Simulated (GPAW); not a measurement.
# Magnetic state of Fe3 on Ta4 110 from several starts, part 2 of 2

Aim: find out whether Fe3 on Ta4 110 carries moments, and which collinear order costs least.

GPAW 26.7.0; PBE; plane waves with GPAW's PAW setups, scalar-relativistic.

So far. Step 2 (Order 1, typed as ferro +++): After 56 cycles the largest moment stands at 2.80 μB.

**3. Run 2 (ferri ++-)**

An opposed order shows whether the pairs that it reverses prefer unlike signs.

order2.py

```python
import json
import numpy as np
from ase import Atoms
from ase.parallel import paropen, parprint
from gpaw import GPAW

atoms = Atoms(['Ta', 'Ta', 'Ta', 'Ta', 'Fe', 'Fe', 'Fe'],
    cell=[[1.6515, -2.335574, 0.0],
         [1.6515, 2.335574, 0.0],
         [0.0, 0.0, 23.990563]],
    scaled_positions=[[0.0, 0.0, 0.250098],
         [0.5, 0.5, 0.347357],
         [0.0, 0.0, 0.444616],
         [0.5, 0.5, 0.541875],
         [0.0, 0.0, 0.622384],
         [0.5, 0.5, 0.686143],
         [0.0, 0.0, 0.749902]],
    pbc=True,
    magmoms=[0.0, 0.0, 0.0, 0.0, 2.6, 2.6, -2.6])
atoms.calc = GPAW(mode={'name': 'pw', 'ecut': 450},
    xc='PBE',
    kpts={'size': (18, 18, 1), 'gamma': True},
    occupations={'name': 'fermi-dirac', 'width': 0.05},
    convergence={'density': 1e-05, 'energy': 1e-05},
    maxiter=200,
    mixer={'name': 'pulay', 'beta': 0.03, 'nmaxold': 8, 'weight': 100},
    symmetry={'tolerance': 1e-4},
    txt='order2.txt')
e = atoms.get_potential_energy(force_consistent=True)
res = {'free_energy': e, 'energy_sigma0': atoms.get_potential_energy(), 'fermi_energy': atoms.calc.get_fermi_level()}
res['moments'] = atoms.get_magnetic_moments().tolist()
res['total'] = atoms.get_magnetic_moment()
parprint('site moments (muB):', np.round(res['moments'], 3))
parprint(f"total moment: {res['total']:.3f} muB")
parprint(f'free energy: {e:.6f} eV')
atoms.calc.write('order2.gpw')
with paropen('results.json', 'w') as f:
    json.dump(res, f)
```

Started as:

```console
> OMP_NUM_THREADS=1 mpirun -n 4 gpaw python order2.py > order2.log
```

Numbers of over 12 decimals in the logs are rounded to 6 here.

The log of the run:

```text
site moments (muB): [-0.01  -0.    -0.021 -0.122  2.04   1.951 -2.583]
total moment: 1.038 muB
free energy: -62.860359 eV

--- order2.txt ---
Input parameters:
  mode=PW(ecut=450),
  convergence={'density': 1e-05, 'energy': 1e-05},
  kpts=MonkhorstPack(size=(18, 18, 1), gamma=True),
  maxiter=200,
  mixer=Pulay(name='pulay', nmaxold=8, beta=0.03, weight=100, sigma=0.015, g_ss=None),
  occupations=Occupations(name='fermi-dirac', width=0.05),
  symmetry=Symmetry(tolerance=0.0001),
  xc=XC(name='PBE')

Diagonalizing LCAO Hamiltonian
Converting LCAO to pw mode

       Fe
           Fe

       Fe

           Ta

       Ta

           Ta

       Ta

Atoms  # Å, Bohr magnetons
|   | symbol |        x |        y |         z |    initial magnetic moments |
|---|--------|----------|----------|-----------|-----------------------------|
| 0 |     Ta | 0.000000 | 0.000000 |  5.999992 | ( 0.0000,  0.0000,  0.0000) |
| 1 |     Ta | 1.651500 | 0.000000 |  8.333290 | ( 0.0000,  0.0000,  0.0000) |
| 2 |     Ta | 0.000000 | 0.000000 | 10.666588 | ( 0.0000,  0.0000,  0.0000) |
| 3 |     Ta | 1.651500 | 0.000000 | 12.999886 | ( 0.0000,  0.0000,  0.0000) |
| 4 |     Fe | 0.000000 | 0.000000 | 14.931343 | ( 0.0000,  0.0000,  2.6000) |
| 5 |     Fe | 1.651500 | 0.000000 | 16.460957 | ( 0.0000,  0.0000,  2.6000) |
| 6 |     Fe | 0.000000 | 0.000000 | 17.990571 | ( 0.0000,  0.0000, -2.6000) |

Unit cell  # Å
| periodic |        x |         y |         z |   lengths |     angles |
|----------|----------|-----------|-----------|-----------|------------|
|      yes | 1.651500 | -2.335574 |  0.000000 |  2.860482 |  90.000000 |
|      yes | 1.651500 |  2.335574 |  0.000000 |  2.860482 |  90.000000 |
|      yes | 0.000000 |  0.000000 | 23.990563 | 23.990563 | 109.471228 |

Number of symmetries: 4

BZ-sampling:
  Number of BZ points: 324
  Number of IBZ points: 91

  Monkhorst-Pack size: [18, 18, 1]
  Monkhorst-Pack shift: [0.027778, 0.027778, 0.0]

Plane wave coefficients: 4062
Cutoff: 450.000000 eV

Spin-components: 2 (collinear spins)
Bands:           52
Projectors:      42
Spin-degeneracy: 1
Datatype:        complex128

Parallelization:
  kpt:    4
  domain: 1
  band:   1

Density:
  Valence electrons: 76.0
  Components: 2
  Grid points: [ 14  14 120]
  Charge: 0.0  # |e|

Potential:
  Grid points: [ 14  14 120]

[... setups left out ...]
Reference energy: -1800548.129403  # eV

eigensolver:
  PPCG
  Converge bands: occupied
  niter=2

density mixing:
  Pulay-Mixer
  Linear mixing parameters: 0.03
  Old densities: 8
  Fourier metric: weight=100, sigma=0.015

occupation numbers:
  Fermi-Dirac:
    width: 0.0500  # eV

poisson solver:
  ecut: 3600.000000  # eV

xc functional:
  name: PBE with 2 nearest neighbor stencil

convergence criteria:
- Maximum integral of absolute [dens]ity change: 1e-05 electrons / valence electron
- Maximum [total energy] change in last 3 cyles: 1e-05 eV / valence electron
- Maximum integral of absolute [eigenst]ate change: 4e-08 eV^2 / valence electron
maximum number of iterations: 200

SCF iterations
|iter     |      energy | eigst |  dens |  magmom |
|---------|-------------|-------|-------|---------|
|iter:   1|       0s |  -65.877507 | +0.23 |       |  +2.6046|
|iter:   2|       9s |  -73.828847 | -0.58 | -0.92 |  +2.5398|
|iter:   3|      18s |  -64.186296 | -1.26 | -0.76 |  +2.5256|
|iter:   4|      27s |  -63.634699 | -2.08 | -1.03 |  +2.5188|
|iter:   5|      36s |  -63.334202 | -1.97 | -1.14 |  +2.4586|
|iter:   6|      45s |  -63.217897 | -2.41 | -1.16 |  +2.4175|
|iter:   7|      54s |  -62.930106 | -2.37 | -1.17 |  +2.3572|
|iter:   8|      63s |  -62.810230 | -1.45 | -1.27 |  +2.1504|
|iter:   9|      71s |  -62.844961 | -2.07 | -1.38 |  +2.1569|
|iter:  10|      80s |  -62.737915 | -1.80 | -1.32 |  +1.9477|
[... 41 iterations left out ...]
|iter:  52|     434s |  -62.818898c| -8.02c| -4.56 |  +1.0382|
|iter:  53|     438s |  -62.818897c| -8.10c| -4.57 |  +1.0385|
|iter:  54|     443s |  -62.818894c| -7.73c| -4.61 |  +1.0383|
|iter:  55|     448s |  -62.818891c| -7.84c| -4.67 |  +1.0382|
|iter:  56|     452s |  -62.818891c| -8.09c| -4.68 |  +1.0383|
|iter:  57|     457s |  -62.818891c| -8.43c| -4.70 |  +1.0384|
|iter:  58|     461s |  -62.818890c| -8.38c| -4.75 |  +1.0381|
|iter:  59|     465s |  -62.818890c| -8.48c| -4.82 |  +1.0378|
|iter:  60|     470s |  -62.818889c| -8.59c| -4.96 |  +1.0376|
|iter:  61|     474s |  -62.818889c| -8.81c| -5.07c|  +1.0375|

Converged in 61 steps
Energy contributions relative to reference atoms: (reference = -1800548.129403)

Energy contributions:
  Kinetic:          50.264260
  Coulomb:         -48.850072
  Zero:             -0.594021
  External:          0.000000
  Xc:              -63.597586
  Entropy:          -0.082939
  Spinorbit:         0.000000
  ----------------------------
  Free energy:     -62.860359
  Extrapolated:    -62.818889

dipole moment: (-39.840347, 0.000000, 0.058290)  # |e|*Ang

Total magnetic moment: (0.000000, 0.000000, 1.037528)

Local magnetic moments
|        x |        y |         z |
|----------|----------|-----------|
| 0.000000 | 0.000000 | -0.010158 |  # Ta   0
| 0.000000 | 0.000000 | -0.000325 |  # Ta   1
| 0.000000 | 0.000000 | -0.021106 |  # Ta   2
| 0.000000 | 0.000000 | -0.122491 |  # Ta   3
| 0.000000 | 0.000000 |  2.039755 |  # Fe   4
| 0.000000 | 0.000000 |  1.951472 |  # Fe   5
| 0.000000 | 0.000000 | -2.583099 |  # Fe   6

Fermi level: 4.769
Eigenvalues  # (at kpt = [-0.000, -0.000, 0.000])
| band index |      eig [eV] | occ [0-1] |      eig [eV] | occ [0-1] |
|------------|---------------|-----------|---------------|-----------|
|          0 |       -62.607 |     1.000 |       -62.611 |     1.000 |
|        ... |               |           |               |           |
|         28 |         3.194 |     1.000 |         3.123 |     1.000 |
|         29 |         3.379 |     1.000 |         3.401 |     1.000 |
|         30 |         3.411 |     1.000 |         3.477 |     1.000 |
|         31 |         3.439 |     1.000 |         3.806 |     1.000 |
|         32 |         3.846 |     1.000 |         4.209 |     1.000 |
|         33 |         3.879 |     1.000 |         4.356 |     1.000 |
|         34 |         4.389 |     0.999 |         4.389 |     0.999 |
|         35 |         4.412 |     0.999 |         4.812 |     0.297 |
|         36 |         4.547 |     0.988 |         5.009 |     0.008 |
|         37 |         5.007 |     0.008 |         5.200 |     0.000 |
|         38 |         5.056 |     0.003 |         5.202 |     0.000 |
|         39 |         5.128 |     0.001 |         5.382 |     0.000 |
|         40 |         5.205 |     0.000 |         5.404 |     0.000 |
|         41 |         5.398 |     0.000 |         5.544 |     0.000 |
|         42 |         5.608 |     0.000 |         5.546 |     0.000 |
|         43 |         5.672 |     0.000 |         5.686 |     0.000 |
|        ... |               |           |               |           |
|         51 |         8.413 |     0.000 |         8.412 |     0.000 |

No gap
No difference between direct/indirect transitions
```

Elapsed: 8.2 min, on 4 MPI ranks of AMD EPYC 7B13 (Zen 3), shared host; peak memory 1.6 GiB.

Spin moment in the augmentation sphere by atom:

```
atom  spin moment in the augmentation sphere (μB)
 Ta1                                        -0.01
 Ta2                                         0.00
 Ta3                                        -0.02
 Ta4                                        -0.12
 Fe5                                         2.04
 Fe6                                         1.95
 Fe7                                        -2.58
```

Numbers from this step:

```yaml
magnetization: 1.038 μB
final_state: ferrimagnetic
```

It lies 157 meV a seeded atom over the first start, and its largest moment is 2.58 μB against 2.80 μB.

**4. Ranking**

These are free energies at a smearing of 0.05 eV, so its entropy term is in the differences. They are divided by the number of seeded atoms, so that cells of unlike size compare.

Orders:

```
    start    final state  typed order kept  energy over the lowest (meV a seeded atom)  largest site moment (μB)  net moment (μB a primitive cell)  mesh matched  CPU time (s)
ferro +++  ferromagnetic               yes                                           0                     2.804                             6.968           yes          1875
ferri ++-  ferrimagnetic               yes                                         157                     2.583                             1.038           yes          1973
```

**5. Summary of results**

```json
{
  "lowest state found": "ferromagnetic (typed ferro +++)",
  "largest site moment": "2.80 μB",
  "next state": "ferrimagnetic, 157 meV a seeded atom higher"
}
```

**Reading.** The lowest state found is ferromagnetic, reached from the start ferro +++, with moments up to 2.80 μB. The next state costs 157 meV a seeded atom. This is the lowest of 2 finished starts, no proof of the ground state.

[Logs and program files are shortened in this print: banners, set-up blocks, solver, clock and traceback lines can be left out without a mark of their own.]

[Logs are printed without paths, hosts, clocks, repeated set-up lines and the standing remarks that a program may print on its own settings, such as how far it seeks lower states.]

[Hosts, paths, dates, database ids (printed as entryN), source tags and the programs' standing remarks are cut or masked in the printed files.]

[Where a cell is said to come from a database of computed structures, the database is the Materials Project.]
